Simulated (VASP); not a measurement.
## Si3S: equation of state with PBE

Si3S:

```
Si S
1.0
    -2.52548    2.52548    2.52548
     2.52548   -2.52548    2.52548
     2.52548    2.52548   -2.52548
Si S
3 1
Cartesian
  2.5255 0.0000 0.0000
  0.0000 2.5255 0.0000
  0.0000 0.0000 2.5255
  0.0000 0.0000 0.0000
```

The cell was built by a generator and needn't be a form met in nature.

```yaml
Program: VASP 6.6.1
Task: equation of state
Functional: PBE
Potentials_or_basis: VASP PAW PBE potentials, release 64 (Si, S)
Cutoff: 520 eV
k_mesh: 8 × 8 × 8
Occupations: fermi-dirac, width 0.05 eV
Spin: no spin polarisation
```

```
Equilibrium volume                      : 16.12 Å³/atom
Bulk modulus                            : 99 GPa
Pressure derivative of the bulk modulus : 4.4
```

Energy against volume, from the lowest point:
```csv
volume (Å³/atom),energy (meV/atom)
15.141,20.58
15.463,8.92
15.785,2.23
16.108,0.00
16.430,1.77
16.752,7.13
17.074,15.70
```

All runs of the series together: 2.5 min on 1 thread of Intel(R) Xeon(R) 6975P-C (Granite Rapids) (shared host).
